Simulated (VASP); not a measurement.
## CaO: relaxation of cell and atoms with PBE

The system is CaO.

```
Ca O
1.0
     3.07642    0.00000    0.00000
     0.00000    3.07642    0.00000
     0.00000    0.00000    3.07642
Ca O
1 1
Direct
  0.00000 0.00000 0.00000
  0.50000 0.50000 0.50000
```

The cell was built by a generator and needn't be a form met in nature.

| Property | Result |
| --- | --- |
| Program | VASP 6.6.1 |
| Task | relaxation of cell and atoms |
| Functional | PBE |
| Potentials or basis | VASP PAW PBE potentials, release 64 (Ca_sv, O) |
| Cutoff | 600 eV |
| k mesh | 9 × 9 × 9 |
| Occupations | gaussian, width 0.05 eV |
| Spin | no spin polarisation |
| Further INCAR settings | ALGO = Normal; EDIFF = 1e-07; IBRION = 2; EDIFFG = -0.01; NSW = 40; ISIF = 3 |

```
Relaxed volume                         : 12.68 Å³/atom
Relaxed cell                           : a = 2.938 Å, b = 2.938 Å, c = 2.938 Å, α = 90.00°, β = 90.00°, γ = 90.00°
Space group after relaxing (to 0.05 Å) : Pm-3m (No. 221)
Energy gained by relaxing              : 72.7 meV/atom
Ionic steps                            : 3
Pressure after relaxing                : 0.0 GPa
Band gap on the k mesh                 : 2.82 eV, indirect (least direct gap 3.08 eV)
```

Step by step:
```
step  energy change (eV)  largest force (eV/Å)  pressure (GPa)  volume (Å³)
   1              0.0000                0.0000          -10.96        29.12
   2             -0.1446                0.0000            1.06        25.12
   3             -0.1454                0.0000            0.02        25.36
```

Final structure:
```
CELL_PARAMETERS angstrom
2.93780 0.00000 0.00000
0.00000 2.93780 0.00000
0.00000 0.00000 2.93780
ATOMIC_POSITIONS crystal
Ca 0.00000 0.00000 0.00000
O 0.50000 0.50000 0.50000
```

Levels at points of the mesh, in eV from the valence-band top:
| k point | band 6 | band 7 | band 8 | band 9 | band 10 | band 11 |
| --- | --- | --- | --- | --- | --- | --- |
| (0.00, 0.00, 0.00) | -0.26 | -0.26 | -0.26 | 2.82 | 2.82 | 4.88 |

Wall time 26 s on 1 thread of AMD EPYC 9R45 96-Core Processor (Zen 5), with other jobs on the host, peak memory 0.15 GiB.

Caveat: an odd mesh through Γ misses points on the zone boundary, where band edges often lie.
